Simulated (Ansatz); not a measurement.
**Hf2COF MXene monolayer in a perpendicular field**

Wanted: the out-of-plane response of the Hf2COF MXene monolayer. A positive field points along +c.

Method: plane-wave DFT, PBE-D3(BJ), Ansatz PAW (set soft_1); PAW set soft_1, in Ansatz 0.2.0.

**1. Set-up**

The cell holds 5 atoms: 1 F, 2 Hf, 1 C and 1 O. Cell: a = 3.289 Å, b = 3.289 Å, c = 40.572 Å, α = 90.0°, β = 90.0°, γ = 120.0°. Vacuum lies along c.

**2. Relaxing the slab**

The starting cell is a guess, so the in-plane lattice and the atoms are relaxed first, with the slab cut off from its images along the normal.

input.yaml

```yaml
crystal:
  lattice:
    - [3.289, 0.0, 0.0]
    - [-1.6445, 2.848357553, 0.0]
    - [0.0, 0.0, 40.5718145983]
  atoms:
    - { symbol: F, position: [0.3333333333, 0.6666666667, 0.4411929853] }
    - { symbol: Hf, position: [0.6666666667, 0.3333333333, 0.4657812231], spin: 1.0 }
    - { symbol: C, position: [0.0, 0.0, 0.4977677583] }
    - { symbol: Hf, position: [0.3333333333, 0.6666666667, 0.5297542934], spin: 1.0 }
    - { symbol: O, position: [0.6666666667, 0.3333333333, 0.5588070147] }
  periodic: [true, true, false]
magnetization:
  spin_polarized: true
kpoints:
  mp_grid: { grid: [12, 12, 1] }
hamiltonian:
  xc: pbe
  dispersion: d3bj
  pseudopotentials: { kind: paw, azcp: { folder: soft_1 } }
scf:
  occupations: { method: fermi_dirac, width: 0.05 }
  convergence: { dr2_threshold: 1.0e-09 }
relax:
  f_tol: 0.004
  max_steps: 90
  cell: {}
output:
  write_potential: true
  write_density: true
  volumetric_format: npy
```

Run with:

```
ansatz run input.yaml --threads 2 --pin off --max-ram 3072MiB --backend cpu --events-out ev --progress --plain --runs-dir out
```

Numbers of over 12 decimals in the logs are rounded to 6 here.

Log:

```text
Warning: relax.cell: scf.convergence.dr2_threshold = 1e-9 eV is looser than the 2.29140738368e-10 eV advised for a relaxation that steers and ends on the stress (1e-10 eV for each atom of the cell: 5, times the square of relax.cell.stress_2d_tol = 0.05 N/m over 14.8 Å (the atoms' height at the walk's start and 5 Å past either face), 3.385e-2 GPa, over a crystal's default 0.05). What an SCF threshold leaves in a stress goes as its square root, and in the free energy as the threshold itself, and one threshold admits the most on a small cell: [figures from the program's tests cut] Set scf.convergence.dr2_threshold to 2.29140738368e-10 eV or tighter. [rest of the remark cut]
Engine: ansatz 0.2.0, aarch64-unknown-linux-gnu
Pseudopotentials: kind: paw
Pseudopotential: F, paw, valence charge 7, recommended cutoff 420 eV (normal), soft_1/F.paw.azcp
Pseudopotential: Hf, paw, valence charge 26, recommended cutoff 420 eV (normal), soft_1/Hf.paw.azcp
Pseudopotential: C, paw, valence charge 4, recommended cutoff 420 eV (normal), soft_1/C.paw.azcp
Pseudopotential: O, paw, valence charge 6, recommended cutoff 420 eV (normal), soft_1/O.paw.azcp
Functional definition: PBE
  parameter kappa = 0.804
  parameter beta = 0.066725
  exchange = pbe_x(kappa = kappa, mu = beta*pi^2/3)
  correlation = pbe_c(beta = beta)
Crystal: 5 atoms, lattice volume = 380.087 Å³
Basis set: ecut = 420 eV, 7587 PW (Γ), exchange–correlation on 48×48×576 points (8 copies of the dense FFT grid, shifted against one another)
Bands: 43, of which v1, the nominal top of the filled ones, is band 35 counted from 1 (34 counted from 0)
Symmetry: 6 space group operations
Space group: P3m1 (ITA 156), of the structure as read, at distance tolerance 7.2e-5 Å
Magnetic group: BNS 156.49 (UNI 1279), of the structure as read, at distance tolerance 7.2e-5 Å
k-points: 19 of 144 (time reversal used)
Non-local potential: F, projectors of the file, l = 0: 2, l = 1: 2, l = 2: 1
Non-local potential: Hf, projectors of the file, l = 0: 3, l = 1: 2, l = 2: 2, l = 3: 3
Non-local potential: C, projectors of the file, l = 0: 2, l = 1: 2, l = 2: 1
Non-local potential: O, projectors of the file, l = 0: 2, l = 1: 2, l = 2: 1
PAW form: soft (Blöchl's): semilocal exchange-correlation on the pseudo side does not see the compensation charge
PAW one-centre angular grid: F, 110 points (default); XC on 64 Gauss nodes
PAW one-centre angular grid: Hf, 590 points (default); XC on 64 Gauss nodes
PAW one-centre angular grid: C, 110 points (default); XC on 64 Gauss nodes
PAW one-centre angular grid: O, 110 points (default); XC on 64 Gauss nodes
Initial density: superposition of atomic densities (neutral atoms: chi_scale 0, normalization atom)
Starting moments: Σ|m| = 2 μB on 2 of 5 sites
Initial wavefunctions: pseudopotential atomic-orbital guess
Functional: x = pbe(κ = 0.804, μ = 0.219515), c = pbe(β = 0.066725)
SCF iter   1: F=—  HF=-33082.597404 eV  |F-HF|=—  |Δ(HF+E_count)|=         —  Δρ=3.18e-2 (↑3.18e-2 ↓3.08e-2)  dr2=2.96e1  dr2_m=1.55e-1  M=0.449 μB ∫|m|=0.592 μB  β_m=0.30  ethr=3.10e-3  ⟨swp⟩=14.4  Hψ=10408  notcnv=0
Mixer restart at iter 1: flushing history
preconditioner: auto → Resta (q_TF=auto, 2.053 Å⁻¹)  ε∞=1.7  [insulator: Δε(μ)=0.283 eV  Ē_g=17.768 eV  σ=0.050 eV  W_gap=0.89  n_scr=26 (ndim 8)  ℏωp=15.4 eV  f_vac=0.807  D(μ)=0.29/eV (n_scr^D=4)  ε∞_Penn≈1.7  vacuum switching on, ρ_ref=2.3e-2 e/Å³]
spin=Collinear: Resta preconditioning applied to the charge; magnetization (m = ρ↑ − ρ↓) channel mixes plain (no charge-response kernel on spin).
SCF iter   2: F=—  HF=-33077.500409 eV  |F-HF|=—  |Δ(HF+E_count)|=    5.10e0  Δρ=1.61e-2 (↑1.61e-2 ↓1.60e-2)  dr2=2.11e1  dr2_m=7.98e-2  M=0.555 μB ∫|m|=0.629 μB  β_m=0.26  ethr=3.10e-3  ⟨swp⟩=8.1  Hψ=5085  notcnv=0  defer=98
preconditioner: auto → LDOS  [metal: Δε(μ)=0.018 eV  Ē_g=17.753 eV  σ=0.050 eV  W_gap=0.09  n_scr=26 (ndim 8)  ℏωp=15.4 eV  f_vac=0.811  D(μ)=2.81/eV (n_scr^D=14)]
spin=Collinear: LDOS preconditioning applied to the charge; magnetization (m = ρ↑ − ρ↓) channel mixes plain (no charge-response kernel on spin).
SCF iter   3: F=—  HF=-33077.093163 eV  |F-HF|=—  |Δ(HF+E_count)|=   4.07e-1  Δρ=1.13e-2 (↑1.13e-2 ↓1.02e-2)  dr2=2.49e0  dr2_m=6.07e-2  M=0.395 μB ∫|m|=0.505 μB  β_m=0.52  ethr=3.10e-3  ⟨swp⟩=5.6  Hψ=3497  notcnv=0  defer=69
SCF iter   4: F=—  HF=-33076.941030 eV  |F-HF|=—  |Δ(HF+E_count)|=   1.52e-1  Δρ=5.81e-3 (↑5.81e-3 ↓5.58e-3)  dr2=6.50e0  dr2_m=1.20e-2  M=0.232 μB ∫|m|=0.327 μB  β_m=0.46  ethr=3.10e-3  ⟨swp⟩=7.8  Hψ=4197  notcnv=0  defer=140  recentre
SCF iter   5: F=—  HF=-33076.700688 eV  |F-HF|=—  |Δ(HF+E_count)|=   2.40e-1  Δρ=3.10e-3 (↑2.71e-3 ↓3.10e-3)  dr2=7.85e-1  dr2_m=4.77e-3  M=0.206 μB ∫|m|=0.278 μB  β_m=0.61  ethr=3.10e-3  ⟨swp⟩=5.6  Hψ=2992  notcnv=0  defer=124
SCF iter   6: F=—  HF=-33076.679504 eV  |F-HF|=—  |Δ(HF+E_count)|=   2.12e-2  Δρ=9.71e-4 (↑9.41e-4 ↓9.71e-4)  dr2=1.97e-2  dr2_m=1.23e-3  M=0.124 μB ∫|m|=0.162 μB  β_m=0.67  ethr=1.14e-3  ⟨swp⟩=5.3  Hψ=3032  notcnv=0  defer=103
SCF iter   7: F=—  HF=-33076.690022 eV  |F-HF|=—  |Δ(HF+E_count)|=         —  Δρ=6.39e-4 (↑6.39e-4 ↓5.77e-4)  dr2=9.74e-3  dr2_m=7.41e-4  M=0.059 μB ∫|m|=0.079 μB  β_m=0.67  ethr=2.85e-5  ⟨swp⟩=5.0  Hψ=4456  notcnv=0  defer=99
SCF iter   8: F=—  HF=-33076.690865 eV  |F-HF|=—  |Δ(HF+E_count)|=   8.42e-4  Δρ=3.05e-4 (↑2.95e-4 ↓3.05e-4)  dr2=3.72e-3  dr2_m=2.13e-4  M=0.037 μB ∫|m|=0.050 μB  β_m=0.84  ethr=1.41e-5  ⟨swp⟩=3.6  Hψ=2364  notcnv=0  defer=88
SCF iter   9: F=—  HF=-33076.691181 eV  |F-HF|=—  |Δ(HF+E_count)|=   3.16e-4  Δρ=1.11e-4 (↑1.11e-4 ↓1.01e-4)  dr2=3.21e-4  dr2_m=2.85e-5  M=0.016 μB ∫|m|=0.021 μB  β_m=0.79  ethr=5.39e-6  ⟨swp⟩=3.4  Hψ=3298  notcnv=0  defer=89
SCF iter  10: F=—  HF=-33076.691252 eV  |F-HF|=—  |Δ(HF+E_count)|=   7.09e-5  Δρ=7.04e-5 (↑6.18e-5 ↓7.04e-5)  dr2=4.50e-5  dr2_m=1.06e-5  M=0.010 μB ∫|m|=0.012 μB  β_m=0.75  ethr=4.66e-7  ⟨swp⟩=3.7  Hψ=4189  notcnv=0  defer=87
SCF iter  11: F=—  HF=-33076.691264 eV  |F-HF|=—  |Δ(HF+E_count)|=   1.25e-5  Δρ=2.72e-5 (↑2.72e-5 ↓2.55e-5)  dr2=1.10e-5  dr2_m=1.30e-6  M=0.004 μB ∫|m|=0.004 μB  β_m=0.71  ethr=6.53e-8  ⟨swp⟩=3.4  Hψ=3970  notcnv=0  defer=83
SCF iter  12: F=—  HF=-33076.691268 eV  |F-HF|=—  |Δ(HF+E_count)|=   4.35e-6  Δρ=1.32e-5 (↑1.32e-5 ↓1.19e-5)  dr2=4.03e-6  dr2_m=3.34e-7  M=0.002 μB ∫|m|=0.002 μB  β_m=0.72  ethr=1.60e-8  ⟨swp⟩=3.1  Hψ=3707  notcnv=0  defer=82
[...]
relax step   6: F+E_penalty+E_count = -33077.65468683 eV  Δ(F+E_penalty+E_count) = +1.448e-5 eV  max|allowed force component| = 4.377e-3 eV/Å  Δτ_max = 0.0014 Å  P = +0.000 N/m  Ω = 369.940 Å³  energy of the carried Pulay correction = +3.652e-3 eV  fix = [c, alpha, beta]  reactions: c +0.000 N/m  (6 SCF iters, accepted)
[...]
relax step   7: F+E_penalty+E_count = -33077.65468649 eV  Δ(F+E_penalty+E_count) = +3.354e-7 eV  max|allowed force component| = 2.200e-4 eV/Å  Δτ_max = 0.0002 Å  P = +0.001 N/m  Ω = 369.943 Å³  energy of the carried Pulay correction = +3.651e-3 eV  fix = [c, alpha, beta]  reactions: c +0.000 N/m  (5 SCF iters, accepted)
[...]
relax step   8: F+E_penalty+E_count = -33077.65154405 eV  Δ(F+E_penalty+E_count) = +3.142e-3 eV  max|allowed force component| = 5.907e-4 eV/Å  Δτ_max = 0.0000 Å  P = -0.069 N/m  Ω = 369.943 Å³  fix = [c, alpha, beta]  reactions: c -0.000 N/m  stress off target by 6.93e-2 N/m on what of the cell is left free  SCF on the basis re-selected at this cell (its energy is not comparable with the rows above)  (9 SCF iters)
[...]
relax step   9: F+E_penalty+E_count = -33077.65160408 eV  Δ(F+E_penalty+E_count) = -6.002e-5 eV  max|allowed force component| = 8.554e-4 eV/Å  Δτ_max = 0.0005 Å  P = -0.018 N/m  Ω = 369.807 Å³  energy of the carried Pulay correction = +5.106e-5 eV  fix = [c, alpha, beta]  reactions: c -0.000 N/m  (5 SCF iters, accepted)
iter 1 solved again at ethr=1.74e-7 eV; its pass at ethr=3.10e-3 eV (dr2=1.20e-4 eV) is discarded
SCF iter   1: F=—  HF=-33077.651554 eV  |F-HF|=—  |Δ(HF+E_count)|=         —  Δρ=8.42e-7 (↑8.42e-7 ↓8.42e-7)  dr2=4.18e-9  dr2_m=1.97e-11  M=0.000 μB ∫|m|=0.000 μB  β_m=0.65  ethr=1.74e-7  ⟨swp⟩=6.9  Hψ=18734  notcnv=0
eigensolver tolerance schedule: the retry pair's looser diagonalisation over-reported the residual by 28725.07 of it (diagonalisation noise at an unbounded share of the residual, at the tolerance the schedule requests for it); recorded, not acted on — ethr = c·dr2/N_el stays at c = 1.0e-1
spin=Collinear: LDOS preconditioning applied to the charge; magnetization (m = ρ↑ − ρ↓) channel mixes plain (no charge-response kernel on spin).
SCF iter   2: F=—  HF=-33077.651556 eV  |F-HF|=—  |Δ(HF+E_count)|=   1.46e-6  Δρ=5.72e-7 (↑5.69e-7 ↓5.72e-7)  dr2=3.18e-9  dr2_m=6.35e-12  M=0.000 μB ∫|m|=0.000 μB  β_m=0.33  ethr=6.06e-12  ⟨swp⟩=8.5  Hψ=10026  notcnv=0
SCF iter   3: F=—  HF=-33077.651556 eV  |F-HF|=—  |Δ(HF+E_count)|=   1.80e-9  Δρ=2.86e-7 (↑2.78e-7 ↓2.86e-7)  dr2=7.57e-10  dr2_m=7.02e-12  M=0.000 μB ∫|m|=0.000 μB  β_m=0.64  ethr=4.60e-12  ⟨swp⟩=2.6  Hψ=3089  notcnv=0
SCF iter   4: F=-33077.651556 eV  HF=-33077.651556 eV  |F-HF|=2.14e-9  |Δ(HF+E_count)|=   1.09e-9  Δρ=1.12e-7 (↑1.06e-7 ↓1.12e-7)  dr2=1.12e-10  dr2_m=2.32e-12  M=0.000 μB ∫|m|=0.000 μB  ethr=1.10e-12  ⟨swp⟩=19.4  Hψ=19782  notcnv=0
the starting moments were not kept: the SCF closed with an absolute magnetisation of 4.5e-6 μB, where they sum to 2 μB in size (2 sites). That is at most 0.1 of that sum. Measured as dr2_m measures the in/out step, that magnetisation stands 1.7e-12 eV from none, at or under the dr2_threshold of 1.0e-9 eV: it is no larger than a step whose dr2_m would equal this threshold.
SCF 10 converged in 4 iterations: F = -33077.651556 eV  dr2 = 1.12e-10
relax step  10: F+E_penalty+E_count = -33077.65155585 eV  Δ(F+E_penalty+E_count) = +4.822e-5 eV  max|allowed force component| = 8.396e-4 eV/Å  Δτ_max = 0.0000 Å  P = -0.018 N/m  Ω = 369.807 Å³  fix = [c, alpha, beta]  reactions: c -0.000 N/m  stress off target by 1.83e-2 N/m on what of the cell is left free  SCF on the basis re-selected at this cell (its energy is not comparable with the rows above)  (4 SCF iters)
basis re-selected at this cell: Δ(F+E_penalty+E_count) = +4.822e-5 eV, ΔP = -0.001 N/m vs the last step (what re-selecting the basis moved, of the pressure what is left beyond the Pulay correction that the steps carried, after the strain that the cell walked since its last selection, with what the two solves' SCF thresholds leave and, on support functions, any second-order correction that the steps lacked; it is no m [...]
WARN: The output density's exchange-correlation potential varies sharply where the density is thin. Do not read a vacuum level from v_tot or v_xc, or from such a field of the output density. On a cell that repeats whose density bears no net charge and no dipole along the vacuum's axis use v_es (v_loc + v_h of the components); under efield.dipole_correction with no amplitude use v_es + v_field, which holds any externa [...]
SCF converged after 4 iterations
Magnetization: 0.0000 μB (34.5000 up, 34.5000 down)
Absolute magnetization: 0.0000 μB (∫|ρ↑−ρ↓|, with the PAW one-centre terms)
Spin contamination: 0.0000 ħ² per cell (⟨S²⟩ above its minimum at these occupations)
Per-site moments (μB) at R_I (Å): [(5.849931795197933e-8, 0.949742), (9.191404458220376e-7, 0.918384), (-5.600919085087007e-7, 0.918384), (2.145622988785423e-7, 0.871830), (7.920434991656831e-8, 0.871830)]
Free energy (F): -33077.651556 eV
Harris-Foulkes:  -33077.651556 eV  (|F-HF|=2.14e-9)
Internal energy: -33077.636965 eV  (E = F + TS)
E sigma→0 (E₀):  -33077.644260 eV
Entropy (-TS):   -0.014591 eV (-2.918 meV/atom)
Fermi energy:    -4.221705 eV
--- Per-component energies (eV) ---
  E_band       = -1483.942074
  E_kinetic    = 1268.063682
  E_local      = -404908.093162  (includes V_loc(G=0)·N_el)
  E_nonlocal   = 285.433004
  E_hartree    = 201437.774041
  E_xc         = -729.573390
  E_vxc        = -759.058453  (∫ρ·V_xc dr)
  E_paw        = -15864.317124  (= ΣΔE_a)
  E_vpaw       = -245.834741  (= ΣTr[D̂ρ^β])
  E_aug_tail   = 0.001577  (compensation charges beyond the density's cutoff)
  E_ewald      = 185433.980917
  E_disp       = -0.906511  (pairwise vdW)
  E_smearing   = -0.014591  (= −TS)
  E_closure    = -0.000000  (closes the sum)
  Σ components = -33077.651556   (vs F -33077.651556, Δ=0.00e0)
--- Forces (eV/Å), atoms counted from 1 ---
  atom   1  F      0.00000000     0.00000000     0.00081349
  atom   2  Hf     0.00000000    -0.00000000    -0.00005348
  atom   3  C     -0.00000000     0.00000000     0.00010292
  atom   4  Hf     0.00000000    -0.00000000    -0.00083980
  atom   5  O      0.00000000    -0.00000000    -0.00002396
  max |Σ_I F_I| component: 8.35e-7 eV/Å
--- 2D stress c σ (N/m, compression-positive) ---
       -0.018319      -0.000000      -0.000000
       -0.000000      -0.018319      -0.000000
       -0.000000      -0.000000      -0.000000
  P = ½ c Tr σ = -0.0183 N/m
--- Band table (eV; the first three rows and the last of 38) ---
  k-point 0 ↑: bands = [... 31 lower, -7.6996, -6.5801, -6.5801, -3.2931, -3.2931, -3.2482, -2.5637, -1.1336, ... 4 higher]
  k-point 1 ↑: bands = [... 31 lower, -7.6019, -6.8918, -6.6476, -3.6630, -3.1798, -2.9653, -2.5663, -1.1326, ... 4 higher]
  k-point 2 ↑: bands = [... 31 lower, -7.7610, -7.2600, -6.8010, -4.1186, -2.9915, -2.8143, -2.2100, -1.1286, ... 4 higher]
  k-point 18 ↓: bands = [... 31 lower, -8.2185, -7.9266, -7.7116, -3.2748, -2.4830, -2.0907, -0.8187, -0.7414, ... 4 higher]
  the weakly bound empty levels are not read free of the cell's end (no_gap_told)
--- Relaxed structure (8 steps of the walk, 7 accepted, 2 SCFs on fresh bases) ---
  F+E_penalty+E_count = -33077.65155585 eV   max|allowed force component| = 8.396e-4 eV/Å   (the final SCF, on the basis selected at the relaxed cell)
  cell:  # Å, volume = 369.8070 Å³
    - [3.244218, 0, 0]
    - [-1.622109, 2.809575, 0]
    - [0, 0, 40.5718145983]
  atoms:
    - { symbol: F, position: [0.333333, 0.666667, 0.435752] }
    - { symbol: Hf, position: [0.666667, 0.333333, 0.468753] }
    - { symbol: C, position: [2.9657902594616916e-19, 0, 0.498417] }
    - { symbol: Hf, position: [0.333333, 0.666667, 0.533124] }
    - { symbol: O, position: [0.666667, 0.333333, 0.557257] }
```

It took 6.7 min on 2 threads of Arm Neoverse V2, shared host; peak memory 1 GiB; 13 min of CPU time.

Relaxation path:

| step | energy less that of the first step (eV) | largest force component (eV/Å) | volume (Å³) |
| --- | --- | --- | --- |
| 1 | 0.0000 | 4.0256 | 380.09 |
| 2 | -0.8540 | 1.9569 | 371.50 |
| 3 | -0.9596 | 0.2201 | 368.98 |
| 4 | -0.9527 | 0.5216 | 371.64 |
| 5 | -0.9634 | 0.0097 | 369.86 |
| 6 | -0.9634 | 0.0044 | 369.94 |
| 7 | -0.9634 | 0.0002 | 369.94 |
| 8* | -0.9603 | 0.0006 | 369.94 |
| 9 | -0.9603 | 0.0009 | 369.81 |
| 10* | -0.9603 | 0.0008 | 369.81 |

Relaxation steps marked * repeat the geometry before them on a plane-wave basis chosen anew for their cell, so energy and pressure can jump there. Relaxation step 4 was tried and not accepted.

Forces are held to the 6 operations that the run works with; a distortion that breaks them can't arise in this run.

```csv
cell as run,before,after,change
a (Å),3.289,3.244,-1.4 %
b (Å),3.289,3.244,-1.4 %
```

The atoms that moved most (Å, along periodic axes as changes of fractional coordinates times the final cell, across vacuum about the mean position):

```csv
atom,dx,dy,dz,length
F1,0.000,0.000,-0.221,0.221
Hf4,0.000,0.000,0.137,0.137
Hf2,0.000,0.000,0.121,0.121
O5,0.000,0.000,-0.063,0.063
C3,0.000,0.000,0.026,0.026
```

Final coordinates:

```xyz
5
Lattice="3.2442 0.0000 0.0000 -1.6221 2.8096 0.0000 0.0000 0.0000 40.5718" Properties=species:S:1:pos:R:3
F     0.0000    1.8731   17.6792
Hf    1.6221    0.9365   19.0182
C     0.0000    0.0000   20.2217
Hf    0.0000    1.8731   21.6298
O     1.6221    0.9365   22.6089
```

This step gave:

```
energy at zero smearing : -33077.6443 eV
```

The lattice constant a goes from 3.289 to 3.244 Å.

[end of part 1 of 2]

[Logs are printed without paths, hosts, clocks, repeated set-up lines and the standing remarks that a program may print on its own settings, such as how far it seeks lower states.]

[Hosts, paths, dates, database ids (printed as entryN), source tags and the programs' standing remarks are cut or masked in the printed files.]

[Maps of the electrostatic potential energy from Ansatz leave out the sawtooth potential of an applied field or a dipole correction, so their vacuum need not be flat; planar profiles and work functions include it.]
